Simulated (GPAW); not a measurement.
# Pb (C2/m) in GPAW: equation of state with LDA

Aim: the equation of state of Pb with LDA.

Program: GPAW 26.7.0. These are calculated values, not measurements. Logs are shortened: lines on timing, memory, paths and dates and some standing lists are left out, and cuts for length are marked. The log counts tension as positive stress, the text compression.

### 1 Starting point

The structure is monoclinic, space group C2/m (No. 12). Conventional cell: a = 6.077 Å, b = 3.501 Å, c = 6.452 Å, α = 90.00°, β = 109.14°, γ = 90.00°. Pb (site symmetry m) has 10 Pb at 3.34 to 3.51 Å as nearest neighbours.

This isn't the form of Pb at room conditions, which is fcc.

### 2 Equation of state, LDA

File run.py:

```python
from ase import Atoms
from ase.eos import EquationOfState
from ase.io import Trajectory
from ase.units import GPa
from gpaw import GPAW, PW

atoms = Atoms(['Pb', 'Pb'],
              cell=[[3.0386068135, -1.75031996, 0.0],
                    [3.0386068135, 1.75031996, 0.0],
                    [-2.1154626375, 0.0, 6.0952248674]],
              scaled_positions=[[0.90850841, 0.90850841, 0.7262922],
                                [0.09149159, 0.09149159, 0.2737078]],
              pbc=True)

traj = Trajectory('eos.traj', 'w')
volumes, energies = [], []
for x in [0.94, 0.96, 0.98, 1.0, 1.02, 1.04, 1.06]:
    a = atoms.copy()
    a.set_cell(atoms.cell * x**(1 / 3), scale_atoms=True)
    calc = GPAW(mode=PW(600),
                xc='LDA',
                kpts={'size': (6, 6, 3), 'gamma': True},
                occupations={'name': 'fermi-dirac', 'width': 0.05},
                nbands=24,
                convergence={'density': 1e-05, 'energy': 1e-05},
                maxiter=150,
                txt=f'eos-{x:.2f}.txt')
    a.calc = calc
    energies.append(a.get_potential_energy(force_consistent=True))
    volumes.append(a.get_volume())
    p = -a.get_stress()[:3].mean() / GPa
    calc.write(f'eos-{x:.2f}.gpw')
    traj.write(a)
    print(f'{x:.2f} {volumes[-1]:10.4f} A^3 {energies[-1]:14.6f} eV {p:9.3f} GPa', flush=True)

v0, e0, B = EquationOfState(volumes, energies, eos='birchmurnaghan').fit()
print(f'V0 = {v0:.4f} A^3, E0 = {e0:.6f} eV, B0 = {B / GPa:.2f} GPa')
```

Potentials or basis: the program's PAW data sets (release 1.2.1) made for this functional, pw.

The run is started by

```bash
$ OMP_NUM_THREADS=1 python run.py
```

What it wrote:

```text
__  _  _
 | _ |_)|_||  |
 |__||  | ||/\| - 26.7.0

Input parameters:
  mode=PW(ecut=600.0),
  convergence={'density': 1e-05, 'energy': 1e-05},
  kpts=MonkhorstPack(size=(6, 6, 3), gamma=True),
  maxiter=150,
  nbands=24,
  occupations=Occupations(name='fermi-dirac', width=0.05),
  xc=XC(name='LDA')

Diagonalizing LCAO Hamiltonian
Converting LCAO to pw mode

                Pb

       Pb

Atoms  # Å, Bohr magnetons
|   | symbol |         x |         y |        z |    initial magnetic moments |
|---|--------|-----------|-----------|----------|-----------------------------|
| 0 |     Pb |  3.903411 | -0.000000 | 4.336544 | ( 0.0000,  0.0000,  0.0000) |
| 1 |     Pb | -0.022535 |  0.000000 | 1.634254 | ( 0.0000,  0.0000,  0.0000) |

Unit cell  # Å
| periodic |         x |         y |        z |  lengths |     angles |
|----------|-----------|-----------|----------|----------|------------|
|      yes |  2.976577 | -1.714589 | 0.000000 | 3.435088 | 106.506081 |
|      yes |  2.976577 |  1.714589 | 0.000000 | 3.435088 | 106.506081 |
|      yes | -2.072278 |  0.000000 | 5.970798 | 6.320187 |  59.886219 |

Number of symmetries: 4
Symmetry operations  # r_c * U_cc + t_c -> r_c
|   | kind |            matrix            |
|---|------|------------------------------|
| 0 |  E   |  1, 0, 0,  0, 1, 0,  0, 0, 1 |
| 1 |  σ   |  0, 1, 0,  1, 0, 0,  0, 0, 1 |
| 2 |  C2  |  0,-1, 0, -1, 0, 0,  0, 0,-1 |
| 3 |  i   | -1, 0, 0,  0,-1, 0,  0, 0,-1 |

BZ-sampling:
  Number of BZ points: 108
  Number of IBZ points: 34

  Monkhorst-Pack size: [6, 6, 3]
  Monkhorst-Pack shift: [0.08333333333333333, 0.08333333333333333, 0.0]

K-points  # in reciprocal-cell coordinates
|     |                                coordinates |     weight |
|-----|--------------------------------------------|------------|
|   0 | (  0.00000000,   0.00000000,   0.00000000) | 0.00925926 |
|   1 | (  0.00000000,   0.00000000,   0.33333333) | 0.01851852 |
|   2 | (  0.16666667,  -0.16666667,   0.00000000) | 0.01851852 |
|   3 | (  0.16666667,  -0.16666667,   0.33333333) | 0.03703704 |
|   4 | (  0.16666667,   0.00000000,  -0.33333333) | 0.03703704 |
|   5 | (  0.16666667,   0.00000000,   0.00000000) | 0.03703704 |
|   6 | (  0.16666667,   0.00000000,   0.33333333) | 0.03703704 |
|   7 | (  0.16666667,   0.16666667,  -0.33333333) | 0.01851852 |
|   8 | (  0.16666667,   0.16666667,   0.00000000) | 0.01851852 |
|   9 | (  0.16666667,   0.16666667,   0.33333333) | 0.01851852 |
| ... |                                            |            |
|  33 | (  0.50000000,   0.50000000,   0.33333333) | 0.01851852 |

Plane wave coefficients: 2048
Cutoff: 600.0 eV

Spin-components: 1 (collinear spins)
Bands:           24
Projectors:      12
Spin-degeneracy: 2
Datatype:        complex128

Parallelization:
  kpt:    1
  domain: 1
  band:   1

Density:
  Valence electrons: 28.0
  Components: 1
  Grid points: [20 20 36]
  Charge: 0.0  # |e|

Potential:
  Grid points: [20 20 36]

species:
  Pb:
    name:    Lead
    Z:       82.0
    valence: 14
    core:    68
    charge:  0.0  # [|e|]
    compensation charges:
      type: gauss
      rc: 0.38  # [Å]
      lmax: 2
    cutoffs:
      filter: 2.36  # [Å]
      core: 2.43  # [Å]
    projectors
    | kind |    occ | energy [eV] | rcut [Å] |
    |------|--------|-------------|----------|
    |   6s |  2.000 |     -12.249 |    1.259 |
    |   6p |  2.000 |      -3.713 |    1.275 |
    |   5d | 10.000 |     -21.326 |    1.217 |
    |    s |        |      14.962 |    1.259 |
    |    p |        |      23.498 |    1.275 |
    |    d |        |       5.885 |    1.217 |

    Using partial waves for Pb as LCAO basis

Reference energy: -1133941.867262  # eV

eigensolver:
  PPCG
  Converge bands: occupied
  niter=2

density mixing:
  MSR1-Mixer
  Pratt-step length: 0.05
  Maximum mixing coefficient: 0.75
  Old densities: 10
  SVD Regularization: 0.005
  Good broyden scale: 1.0
  Trust region scale: 1.0
  Backstep threshold: 4.0
  History deletion threshold: 6.0
  Fourier metric: weight=20.0, sigma=0.015

occupation numbers:
  Fermi-Dirac:
    width: 0.0500  # eV

poisson solver:
  ecut: 4800.0  # eV

xc functional:
  name: None

convergence criteria:
- Maximum integral of absolute [dens]ity change: 1e-05 electrons / valence electron
- Maximum [total energy] change in last 3 cyles: 1e-05 eV / valence electron
- Maximum integral of absolute [eigenst]ate change: 4e-08 eV^2 / valence electron
maximum number of iterations: 150

SCF iterations
|iter     | |      energy | eigst |  dens |
|---------|-|-------------|-------|-------|
|iter:   1| |   -8.896998 | -0.05 |       |
|iter:   2| |   -8.897121 | -2.10 | -1.77 |
|iter:   3| |   -8.863495 | -2.49 | -1.80 |
|iter:   4| |   -8.862639 | -3.46 | -2.28 |
|iter:   5| |   -8.862773 | -4.37 | -2.67 |
|iter:   6| |   -8.862718c| -5.15 | -3.32 |
|iter:   7| |   -8.862721c| -6.51 | -3.98 |
|iter:   8| |   -8.862721c| -7.22 | -4.46 |
|iter:   9| |   -8.862721c| -8.20c| -5.12c|

Converged in 9 steps
Energy contributions relative to reference atoms: (reference = -1133941.867262)

Energy contributions:
  Kinetic:          13.523711
  Coulomb:         -13.398392
  Zero:              0.004452
  External:          0.000000
  Xc:               -8.984957
  Entropy:          -0.015071
  Spinorbit:         0.000000
  ----------------------------
  Free energy:      -8.870257
  Extrapolated:     -8.862721

dipole moment: (0.000006, -0.000000, 0.000009)  # |e|*Ang

Fermi level: 7.179
Eigenvalues  # (at kpt = [0.000, 0.000, 0.000])
| band index |      eig [eV] | occ [0-2] |
|------------|---------------|-----------|
|          0 |        -9.934 |     2.000 |
|        ... |               |           |
|          5 |        -9.784 |     2.000 |
|          6 |        -9.630 |     2.000 |
|          7 |        -9.623 |     2.000 |
|          8 |        -9.577 |     2.000 |
|          9 |        -9.569 |     2.000 |
|         10 |        -4.725 |     2.000 |
[... 8 lines left out ...]
|         19 |        17.063 |     0.000 |
|         20 |        17.461 |     0.000 |
|        ... |               |           |
|         23 |        19.562 |     0.000 |

No gap
No difference between direct/indirect transitions

Stress tensor  # eV/Ang^3
|         x |        y |         z |
|-----------|----------|-----------|
|  0.012553 | 0.000000 | -0.000456 |
|  0.000000 | 0.007477 |  0.000000 |
| -0.000456 | 0.000000 | -0.003325 |

# Writing to eos-0.94.gpw (mode='')
```

It took 2.5 min on 1 thread of Arm Neoverse V2, shared host; peak memory 0.33 GiB.

What came out:

| Item | Value |
| --- | --- |
| Equilibrium volume | 29.93 Å³/atom (rough: see the caveat) |
| Bulk modulus at fixed shape and positions | 51 GPa (rough) |

Energy against volume, from the lowest point:
```csv
volume (Å³/atom),energy (meV/atom)
30.473,0.00
31.121,5.46
31.769,14.37
32.418,26.31
33.066,40.89
33.714,57.75
34.363,76.54
```

Caveat: the minimum lies outside the volumes run; the cell was scaled at fixed shape and fractional positions, which overstates the stiffness of a crystal with free parameters, most of all of layers and chains.
